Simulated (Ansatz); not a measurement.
**AlFe under changes of volume**

One of the cells (12.321 Å³/atom); the others are scaled copies at fixed shape and fractional positions:

```
Fe Al
1.0
     2.91000    0.00000    0.00000
     0.00000    2.91000    0.00000
     0.00000    0.00000    2.91000
Fe Al
1 1
Direct
  0.50000 0.50000 0.50000
  0.00000 0.00000 0.00000
```

* Program: Ansatz 0.2.0
* Functional: PBE
* Potentials or basis: Ansatz PAW
* Cutoff: 420 eV (not typed: the program's choice for these potentials)
* k mesh: 9 × 9 × 9
* Occupations: fermi-dirac, width 0.05 eV
* Spin: collinear spin, ferromagnetic start
* Starting moments: [3.0, 0.0] μB

| volume (Å³/atom) | energy over the lowest point (meV/atom) | pressure (GPa) | moment (μB per cell) |
| --- | --- | --- | --- |
| 11.582 | 3.69 | 4.5 | 0.61 |
| 11.828 | 0.00 | 0.6 | 0.63 |
| 12.075 | 2.03 | -3.0 | 0.64 |
| 12.321 | ? | ? | ? |
| 12.568 | 20.97 | -8.9 | 0.67 |
| 12.814 | 36.86 | -11.5 | 0.69 |
| 13.060 | 56.46 | -13.7 | 0.71 |

Q: What does the run at 12.321 Å³/atom give?

A: Energy over the lowest point 9.20 meV/atom; pressure -6.1 GPa; moment 0.66 μB per cell.

Worked out: A Birch-Murnaghan fit of order 3 (a polynomial in V^(-2/3)) to the other rows has its minimum at 11.86 Å³/atom with B0 = V·E''(V) = 176 GPa and B' = 4.2. It gives 9.17 meV/atom at 12.321 Å³/atom, against the run's 9.20, and -dE/dV = -6.2 GPa, against -6.1. A straight line through the other rows of the moment, of slope 0.0652 μB per Å³/atom, gives 0.66 μB, against the run's 0.66.

Energies are extrapolated to zero smearing.
